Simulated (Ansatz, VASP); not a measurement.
**Two plane-wave programs on SnO2**

INCAR

```
  PREC = Accurate
  ENCUT = 520
  EDIFF = 1E-7
  ISMEAR = 0
  SIGMA = 0.05
  LREAL = F
  LASPH = T
  NELM = 80
  ALGO = Normal
  ISIF = 2
  LWAVE = F
  LCHARG = F
  GGA = CA
  NBANDS = 35
```

KPOINTS

```
Automatic mesh
0
Gamma
  6 6 8
```

POSCAR

```
SnO2
1.0
    4.8299657324      0.0000000000      0.0000000000
    0.0000000000      4.8305590713      0.0000000000
    0.0000000000      0.0000000000      3.2631512253
Sn O
2 4
Direct
    0.5000000000      0.5000000000      0.5000000000
    0.0000000000      0.0000000000      0.0000000000
    0.3059833077      0.3191552360      0.0000000000
    0.8059833077      0.1808447640      0.5000000000
    0.1940166923      0.8191552360      0.5000000000
    0.6940166923      0.6808447640      0.0000000000
```

Input for Ansatz:

```yaml
crystal:
  lattice:
    - [4.8299657324, 0.0, 0.0]
    - [0.0, 4.8305590713, 0.0]
    - [0.0, 0.0, 3.2631512253]
  atoms:
    - { symbol: Sn, position: [0.5, 0.5, 0.5] }
    - { symbol: Sn, position: [0.0, 0.0, 0.0] }
    - { symbol: O, position: [0.3059833077, 0.319155236, 0.0] }
    - { symbol: O, position: [0.8059833077, 0.180844764, 0.5] }
    - { symbol: O, position: [0.1940166923, 0.819155236, 0.5] }
    - { symbol: O, position: [0.6940166923, 0.680844764, 0.0] }
basis:
  ecutwfc: 520.0
kpoints:
  mp_grid: { grid: [6, 6, 8] }
hamiltonian:
  xc: lda
scf:
  occupations: { method: gaussian, width: 0.05 }
output:
  forces: true
  stress: true
  eigenvalues: true
```

Alike in both runs: task single point; functional LDA; k mesh 6 × 6 × 8; occupations gaussian, width 0.05 eV; no spin polarisation.

```csv
,VASP,Ansatz
version,VASP 6.6.1,Ansatz 0.2.0
potentials or method,"VASP PAW LDA potentials, release 64 (Sn_d, O)","scalar-relativistic, plane waves, PAW"
plane-wave cutoff (eV),520,520
valence electrons in the cell,52,52
```

Ansatz gave:

| Item | Value |
| --- | --- |
| gap on the k mesh at the Fermi level (eV) | 0.56 |
| least direct gap on the mesh (eV) | 0.56 |
| pressure (GPa) | -11.0 |
| largest component of the traceless stress (GPa) | 2.19 |
| rms of the force components (eV/Å) | 0.293 |

Q: Which values does VASP return?

A: gap on the k mesh at the Fermi level (eV): 0.59; least direct gap on the mesh (eV): 0.59; pressure (GPa): -10.2; largest component of the traceless stress (GPa): 1.78; rms of the force components (eV/Å): 0.309.

Atom by atom the forces differ by 0.017 eV/Å (rms over components).

Caveats: spin-orbit coupling is left out, which moves the levels of the heavy elements.
